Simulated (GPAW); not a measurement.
Pb, 2 atoms in the cell. It takes space group Fd-3m (No. 227, cubic). Conventional cell: a = 6.969 Å, b = 6.969 Å, c = 6.969 Å, α = 90.00°, β = 90.00°, γ = 90.00°. Around Pb (site symmetry -43m) lie 4 Pb at 3.02 Å. This isn't the form of Pb at room conditions, which is fcc.

* Program: GPAW 26.7.0
* Task: optical spectrum
* Functional: PBE
* Potentials or basis: GPAW PAW data sets (gpaw-data 1.2.1)
* Cutoff: 400 eV
* Basis: pw
* k mesh: 6 × 6 × 6
* Occupations: fermi-dirac, width 0.05 eV
* Spin: no spin polarisation
* Eta: 0.1 eV
* Response ecut: 50 eV
* Scissors: 0 eV
* Kernel: RPA
* Maxiter: 150
* Response k mesh: 17 × 17 × 17
* Domega0: 0.05 eV
* Omega2: 10 eV
* Response bands: 34
* Directions: ["x"]
* Intraband: yes

Potentials or basis: GPAW PAW data sets (gpaw-data 1.2.1), pw.

Run with:

```bash
$ OMP_NUM_THREADS=1 python run.py
```

Hardware: 1 thread of Arm Neoverse V1, on a shared host.

Estimate the wall time of this run.

It took 7.4 min on 1 thread of Arm Neoverse V1, on a shared host, peak memory 0.52 GiB. Counts: scf iterations 32, plane waves 1572, bands 24, k points 16.
